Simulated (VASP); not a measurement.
# ZnSe (F-43m) under a change of volume, part 2 of 2

Strain engineering needs slopes: what does a change of volume do to the lattice and the band edges of ZnSe?

VASP 6.6.1, plane waves and PAW; the level of theory is named at each step.

So far: Starting point; Relax the crystal, LDA; Relax at fixed volume, LDA; Band edges, TB-mBJ with spin-orbit coupling; Band edges, r2SCAN with spin-orbit coupling.

## Step 5: Band edges, r2SCAN with spin-orbit coupling (continued)

Level of this step: r2SCAN, spin-orbit coupling; plane waves and PAW (Zn, Se) (VASP).

From OUTCAR (step 5):

```text
  Total        0.0411420      0.0411420      0.0411420      0.0000000     -0.0000000     -0.0000000
  in kB        1.4564520      1.4564520      1.4564520      0.0000000     -0.0000000     -0.0000000
  external PRESSURE =       1.4564520 kB  Pullay stress =       0.0000000 kB

 POSITION                                       TOTAL-FORCE (eV/Angst)
 -----------------------------------------------------------------------------------
      0.00000      0.00000      0.00000        -0.000000      0.000000     -0.000000
      1.41425      1.41425      1.41425         0.000000     -0.000000      0.000000
 -----------------------------------------------------------------------------------
    total drift:                                0.000000      0.000000      0.000000

  FREE ENERGIE OF THE ION-ELECTRON SYSTEM (eV)
  ---------------------------------------------------
  free  energy   TOTEN  =      -291.4002746513 eV

  energy  without entropy=     -291.4002746513  energy(sigma->0) =     -291.40027465

[... 2 parts as in an earlier step ...]

[... 1 further part left out ...]
[key lines of the parts left out:]
E-fermi :   1.7724
```

Numbers from this step:

| Item | Value |
| --- | --- |
| energy(sigma→0) of the program | -291.4003 eV |
| stress, compression positive | xx, yy, zz 0.15, 0.15, 0.15 GPa |

The run ends at a pressure of 0.15 GPa.

## Step 6: The whole series

Runs beyond LDA use the data sets made with LDA; this shifts their levels slightly, and their total energies have another zero (at TB-mBJ, which has no energy functional, they mean nothing).

The other members went through these steps as far as the tables show, with the same cutoff and, step by step, the same mesh; 25 runs are not shown. The session took 1.9 core hours (wall time by ranks) on a shared machine.

| volume over the relaxed volume | volume (Å³/atom) | pressure (GPa) | energy above the unstrained row (meV/atom) | gap on the mesh, LDA (eV) |
| --- | --- | --- | --- | --- |
| 0.940 | 20.355 | 5.120 | 20.404 | 1.541 |
| 0.955 | 20.680 | 3.678 | 11.308 | 1.472 |
| 0.970 | 21.005 | 2.349 | 5.015 | 1.404 |
| 0.985 | 21.330 | 1.127 | 1.324 | 1.338 |
| 1 | 21.655 | 0.004 | 0.000 | 1.274 |
| 1.015 | 21.980 | -1.030 | 0.861 | 1.211 |
| 1.030 | 22.304 | -1.983 | 3.749 | 1.151 |
| 1.045 | 22.629 | -2.858 | 8.461 | 1.091 |
| 1.060 | 22.954 | -3.663 | 14.893 | 1.034 |

A cubic of the pressure in ln(V/V₀) through all rows has the slope −B at V₀: B = 72 GPa, and its curvature gives B′ = 4.6.

Band edges at TB-mBJ with spin-orbit coupling, counted from the valence-band top at Γ, spin-orbit pairs averaged, with one row partly withheld:

| volume over the relaxed volume | gap (eV) | conduction band at Γ (eV) | Δ or X valley along z (eV) | lowest conduction level at L, [111] (eV) | second valence level below the top (eV) | third valence level below the top (eV) |
| --- | --- | --- | --- | --- | --- | --- |
| 0.940 | 3.077 | 3.077 | 3.514 | 3.785 | 0.000 | 0.359 |
| 0.955 | ? | ? | 3.566 | 3.768 | 0.000 | 0.359 |
| 0.970 | 2.959 | 2.959 | 3.617 | 3.752 | 0.000 | 0.358 |
| 0.985 | 2.903 | 2.903 | 3.666 | 3.735 | 0.000 | 0.357 |
| 1 | 2.847 | 2.847 | 3.712 | 3.716 | 0.000 | 0.357 |
| 1.015 | 2.792 | 2.792 | 3.756 | 3.699 | 0.000 | 0.356 |
| 1.030 | 2.737 | 2.737 | 3.796 | 3.680 | 0.000 | 0.355 |
| 1.045 | 2.683 | 2.683 | 3.834 | 3.660 | 0.000 | 0.355 |
| 1.060 | 2.627 | 2.627 | 3.867 | 3.639 | 0.000 | 0.354 |

Conduction masses, in electron masses (the axis is [001]):

| volume over the relaxed volume | conduction mass at Γ, along the strain axis or the normal of the plane |
| --- | --- |
| 0.940 | 0.193 |
| 0.955 | 0.193 |
| 0.970 | 0.188 |
| 0.985 | 0.189 |
| 1 | 0.189 |
| 1.015 | 0.188 |
| 1.030 | 0.188 |
| 1.045 | 0.188 |
| 1.060 | 0.186 |

Band edges at r2SCAN with spin-orbit coupling, counted from the valence-band top at Γ, spin-orbit pairs averaged:

| volume over the relaxed volume | gap (eV) | conduction band at Γ (eV) | Δ or X valley along z (eV) | lowest conduction level at L, [111] (eV) | second valence level below the top (eV) | third valence level below the top (eV) |
| --- | --- | --- | --- | --- | --- | --- |
| 0.940 | 2.243 | 2.243 | 2.946 | 3.138 | 0.000 | 0.383 |
| 0.955 | 2.169 | 2.169 | 2.988 | 3.110 | 0.000 | 0.383 |
| 0.970 | 2.098 | 2.098 | 3.028 | 3.082 | 0.000 | 0.382 |
| 0.985 | 2.028 | 2.028 | 3.067 | 3.054 | 0.000 | 0.381 |
| 1 | 1.959 | 1.959 | 3.104 | 3.026 | 0.000 | 0.381 |
| 1.015 | 1.893 | 1.893 | 3.140 | 2.999 | 0.000 | 0.380 |
| 1.030 | 1.827 | 1.827 | 3.174 | 2.971 | 0.000 | 0.380 |
| 1.045 | 1.764 | 1.764 | 3.207 | 2.943 | 0.000 | 0.379 |
| 1.060 | 1.702 | 1.702 | 3.238 | 2.916 | 0.000 | 0.379 |

Conduction masses, in electron masses (the axis is [001]):

| volume over the relaxed volume | conduction mass at Γ, along the strain axis or the normal of the plane |
| --- | --- |
| 0.940 | 0.139 |
| 0.955 | 0.137 |
| 0.970 | 0.134 |
| 0.985 | 0.132 |
| 1 | 0.130 |
| 1.015 | 0.127 |
| 1.030 | 0.125 |
| 1.045 | 0.123 |
| 1.060 | 0.121 |

## Step 7: Fit and prediction

The quantity to fit is the conduction level at Γ above the mean of the three top valence levels at TB-mBJ with spin-orbit coupling: 3.197, 3.079, 3.022, 2.966, 2.911, 2.856, 2.801, 2.746 eV in the rows shown.

A least-squares parabola through the 8 rows shown, with u the logarithm of the volume ratio: E = − 0.4053 u² − 3.743 u + 2.966 (eV), r.m.s. residual 7.2e-4 eV.

For the withheld row, u = -0.04604, the fit gives 3.1376 eV.

## Step 8: Checking the prediction

The calculation gives 3.1363 eV, so the prediction is 0.0013 eV too high, within twice the residual of the fit.

## Step 9: Outcome

```
bulk modulus                                                                                                           : 72 GPa
gap of the unstrained cell, TB-mBJ with spin-orbit coupling                                                            : 2.85 eV
gap of the unstrained cell, r2SCAN with spin-orbit coupling                                                            : 1.96 eV
dE/d ln V of the conduction level at Γ above the mean of the three top valence levels, TB-mBJ with spin-orbit coupling : -3.74 eV
error of the predicted row                                                                                             : 1.3 meV
```

**Reading.** At TB-mBJ with spin-orbit coupling the lowest conduction valley is Γ throughout, and the gap runs between 2.63 and 3.08 eV. At r2SCAN with spin-orbit coupling the lowest conduction valley is Γ throughout, and the gap runs between 1.70 and 2.24 eV. Hole masses are left out throughout, since the top bands are degenerate or cross in many series; of conduction masses, those of the Γ, L and (for Si and Ge under (001) strain) Δ valleys are kept where they change by under an eighth between rows. TB-mBJ is a potential fitted for gaps; it has no energy functional, so its total energies and forces mean nothing, and its bands tend to come out too narrow. r2SCAN opens gaps somewhat over GGA but leaves them below measured values as a rule. Δ or X levels are the lowest on their line, refined by a parabola unless they lie at X; the gap is read from all points sampled and can differ from the lowest valley by some meV, or by tens of meV where strain moves the valence top off Γ. Temperature, zero-point motion and excitons are left out.

[Lines on the potential files, build, host, timing and source positions are cut from VASP's logs without a mark.]

[Logs are printed without paths, hosts, clocks, repeated set-up lines and the standing remarks that a program may print on its own settings, such as how far it seeks lower states.]

[Hosts, paths, dates, database ids (printed as entryN), source tags and the programs' standing remarks are cut or masked in the printed files.]

[In band tables of VASP the shares of atoms and orbitals are scaled to a sum of 1 inside the atoms' spheres.]
